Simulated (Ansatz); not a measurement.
BaS in the zincblende structure at its r2SCAN geometry, run in the plane-wave code Ansatz at 4 levels of theory. The calculation is non-magnetic, and the structure need not be a phase that has been made.

The PBE+SOC input:
```yaml
crystal:
  lattice:
    - [0.0, 3.5194117709, 3.5194117709]
    - [3.5194117709, 0.0, 3.5194117709]
    - [3.5194117709, 3.5194117709, 0.0]
  atoms:
    - { symbol: Ba, position: [0.0, 0.0, 0.0] }
    - { symbol: S, position: [0.25, 0.25, 0.25] }
kpoints:
  mp_grid: { grid: [6, 6, 6] }
  band_path:
    path:
      - [0.0, 0.0, 0.0]
      - [-0.5, -0.5, 0.0]
      - [-0.375, -0.375, 0.25]
      - [-0.375, 0.0, 0.375]
      - [0.0, 0.0, 0.5]
      - [-0.5, -0.25, 0.25]
      - [0.25, -0.5, -0.25]
    npoints: 1
hamiltonian:
  xc: pbe
scf:
  occupations: { method: fixed }
  n_extra_bands: 8
magnetization:
  noncollinear: true
  spin_orbit: true
output:
  forces: true
  stress: true
  eigenvalues: true
```

Main results, then, where recorded, the levels near the gap in eV from the Fermi energy (columns number the bands from 0), one row a point of the path (Γ, X, U, K, L, W, W):
```
Crystal: 2 atoms, lattice volume = 87.185 Å³
Symmetry: 24 space group operations + 24 with time reversal
Magnetic group: BNS 216.75 (UNI 1577)
```
```
Basis set: ecut = 420 eV, 1687 PW (Γ)
k-points: 16 of 216 (time reversal used)
SCF converged after 7 iterations
Free energy (F): -6860.173392 eV
Fermi energy:    3.151229 eV
--- Stress (GPa, compression-positive) ---
       -0.048685       0.000000       0.000000
        0.000000      -0.048685       0.000000
        0.000000       0.000000      -0.048685
  P = ⅓ Tr σ = -0.0487 GPa (-0.487 kbar)
```
```tsv
band_10	band_11	band_12	band_13	band_14	band_15	band_16	band_17	band_18	band_19	band_20	band_21
-0.761	-0.761	-0.689	-0.689	-0.689	-0.689	2.707	2.707	5.042	5.042	5.042	5.042
-1.114	-1.114	-0.077	-0.077	-0.020	-0.020	3.438	3.438	4.492	4.492	6.208	6.208
-0.866	-0.857	-0.282	-0.188	-0.173	-0.157	3.402	3.420	4.571	4.587	5.274	5.325
-0.866	-0.857	-0.282	-0.188	-0.173	-0.157	3.402	3.420	4.571	4.587	5.274	5.325
-0.632	-0.632	-0.492	-0.492	-0.422	-0.422	4.366	4.366	5.183	5.183	5.211	5.211
-0.676	-0.634	-0.561	-0.527	-0.087	0.009	3.369	3.428	4.227	4.302	5.859	5.868
-0.676	-0.634	-0.561	-0.527	-0.087	0.009	3.369	3.428	4.227	4.302	5.859	5.868
```

With PBE+SOC the valence top lies at W and the conduction bottom at Γ, 2.70 eV higher; the smallest vertical gap, at W, is 3.36 eV.

Task: Another run on the same cell gave
```
Basis set: ecut = 500 eV, 2229 PW (Γ)
k-points: 16 of 216 (time reversal used)
SCF converged after 6 iterations
Free energy (F): -6874.541101 eV
Fermi energy:    2.862841 eV
--- Stress (GPa, compression-positive) ---
       -0.010661       0.000000       0.000000
        0.000000      -0.010661       0.000000
        0.000000       0.000000      -0.010661
  P = ⅓ Tr σ = -0.0107 GPa (-0.107 kbar)
```
```tsv
band_5	band_6	band_7	band_8	band_9	band_10
-0.675	-0.675	-0.675	3.070	5.578	5.578
-1.069	-0.005	-0.005	3.732	4.959	6.792
-0.813	-0.184	-0.131	3.726	5.025	5.827
-0.813	-0.184	-0.131	3.726	5.025	5.827
-0.585	-0.415	-0.415	4.711	5.712	5.712
-0.596	-0.509	0.002	3.700	4.715	6.448
-0.596	-0.509	0.002	3.700	4.715	6.448
```
Which level of theory gave it?

Result: It is r2SCAN, on 6×6×6; the blocks that differ from the first input, but for the band path:
```yaml
hamiltonian:
  xc: r2scan
scf:
  occupations: { method: fixed }
  n_extra_bands: 4
```
(magnetization left out)
With r2SCAN the valence top lies at W and the conduction bottom at Γ, 3.07 eV higher; the smallest vertical gap, at W, is 3.70 eV. The mean stress is close to zero (-0.01 GPa).

HSE06. Against the first input these blocks differ (the band path and keys that only write files left aside):
```yaml
kpoints:
  mp_grid: { grid: [4, 4, 4] }
hamiltonian:
  xc: hse06
scf:
  occupations: { method: fixed }
  n_extra_bands: 4
```
(magnetization left out)

```
Basis set: ecut = 420 eV, 1687 PW (Γ)
k-points: 8 of 64 (time reversal used)
Exchange kernel: α = 0.2500, screened, ω = 0.2079 Å⁻¹, Wigner–Seitz truncation, v(0) = 1043.8972 eV·Å³, q-mesh 4×4×4
hybrid outer 1: dexx = +3.748e-3 eV, tail = 4.20e-6 eV
hybrid outer 2: dexx = +5.379e-8 eV, tail = 1.67e-8 eV, Δε = 5.34e-4 eV
hybrid SCF converged: 2 outer / 11 inner (+3 warm-up)
Free energy (F): -6860.969526 eV
Fermi energy:    2.453559 eV
--- Stress (GPa, compression-positive) ---
       -0.226672       0.000000       0.000000
        0.000000      -0.226672       0.000000
        0.000000       0.000000      -0.226672
  P = ⅓ Tr σ = -0.2267 GPa (-2.267 kbar)
```
```tsv
band_5	band_6	band_7	band_8	band_9	band_10
-0.708	-0.708	-0.708	3.641	6.220	6.220
-1.130	-0.008	-0.008	4.408	5.565	7.458
-0.862	-0.197	-0.138	4.395	5.645	6.473
-0.862	-0.197	-0.138	4.395	5.645	6.473
-0.624	-0.432	-0.432	5.428	6.328	6.354
-0.648	-0.523	0.000	4.373	5.324	7.111
-0.648	-0.523	0.000	4.373	5.324	7.111
```

The HSE06 gap is indirect, 3.64 eV (W to Γ), below the direct gap of 4.35 eV at Γ. The mean stress, -0.2 GPa, is small, and the program warns that its thresholds are loose for a hybrid's stress.

Task: Another run on the same cell gave
```
Basis set: ecut = 420 eV, 1687 PW (Γ)
k-points: 8 of 64 (time reversal used)
hybrid outer 1: dexx = +3.768e-3 eV, tail = 5.70e-6 eV
hybrid outer 2: dexx = +7.050e-8 eV, tail = 1.10e-7 eV, Δε = 7.28e-4 eV
hybrid SCF converged: 2 outer / 7 inner (+7 warm-up)
Free energy (F): -6859.303308 eV
Fermi energy:    2.508159 eV
```
```tsv
band_10	band_11	band_12	band_13	band_14	band_15	band_16	band_17	band_18	band_19	band_20	band_21
-0.822	-0.822	-0.735	-0.735	-0.735	-0.735	3.586	3.586	6.168	6.168	6.168	6.168
-1.187	-1.187	-0.093	-0.093	-0.035	-0.035	4.352	4.352	5.511	5.511	7.394	7.394
-0.925	-0.913	-0.312	-0.212	-0.191	-0.175	4.327	4.352	5.585	5.599	6.400	6.444
-0.925	-0.913	-0.312	-0.212	-0.191	-0.175	4.327	4.352	5.585	5.599	6.400	6.444
-0.680	-0.680	-0.530	-0.530	-0.444	-0.444	5.371	5.371	6.250	6.250	6.310	6.310
-0.730	-0.679	-0.602	-0.559	-0.107	0.000	4.287	4.348	5.238	5.304	7.054	7.060
-0.730	-0.679	-0.602	-0.559	-0.107	0.000	4.287	4.348	5.238	5.304	7.054	7.060
```
Which level of theory gave it?

Result: It is HSE06+SOC, judged by the exchange loop and the size of the gap (a near hybrid could fit too), with spin-orbit coupling since the bands come doubled, on 4×4×4; the blocks that differ from the first input, but for the band path:
```yaml
kpoints:
  mp_grid: { grid: [4, 4, 4] }
hamiltonian:
  xc: hse06
output:
  eigenvalues: true
```
With HSE06+SOC the valence top lies at W and the conduction bottom at Γ, 3.59 eV higher; the smallest vertical gap, at W, is 4.29 eV.

Small level splittings and stresses of the hybrids carry the error of their coarser meshes.

Totals of different functionals, or with and without spin-orbit coupling, can't be compared.

Only the levels marked +SOC include spin-orbit coupling.
